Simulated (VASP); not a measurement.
Input of a VASP 6.6.1 run:

File INCAR:

```
PREC     = Accurate       # precision mode
ENCUT    = 600            # plane-wave cutoff, eV
EDIFF    = 1E-7           # SCF threshold, eV
ISMEAR   = 0              # smearing method
SIGMA    = 0.03           # smearing width, eV
LREAL    = False          # projectors in reciprocal space
LASPH    = True           # aspherical terms in the spheres
NELM     = 80             # most SCF steps
ALGO     = Normal         # electronic algorithm
ISIF     = 3              # what is computed and relaxed
LWAVE    = False          # write WAVECAR
LCHARG   = False          # write CHGCAR
GGA      = PE             # functional
IVDW     = 12             # dispersion correction
IBRION   = 2              # ionic algorithm
NSW      = 90             # ionic steps
EDIFFG   = -0.005         # ionic threshold
```

KPOINTS

```
Automatic mesh
0
Gamma
  9 9 5
```

Contents of POSCAR:

```
SnS2                                    
1.0
    3.6672149409     -0.0000000000     -0.0000000000
   -1.8336074704      3.1759013000      0.0000000000
   -0.0000000000     -0.0000000000      5.8130286302
  Sn              S             
     1     2
Direct
     0.0000000000000000    0.0000000000000000    0.0000000000000000
     0.3333333332999970    0.6666666667000030    0.2543667572132899
     0.6666666667000030    0.3333333332999970    0.7456332427867098
```

Potentials or basis: VASP PAW PBE potentials, release 64 (Sn_d, S).

Run with:

```console
$ cat potpaw_PBE.64/Sn_d/POTCAR potpaw_PBE.64/S/POTCAR > POTCAR
$ mpirun -np 1 vasp_std > vasp.out
```

(1) Predict the relaxed volume.

(2) Estimate the dispersion energy per atom.

Answers

(1) 22.56 Å³/atom.

(2) -0.328 eV.
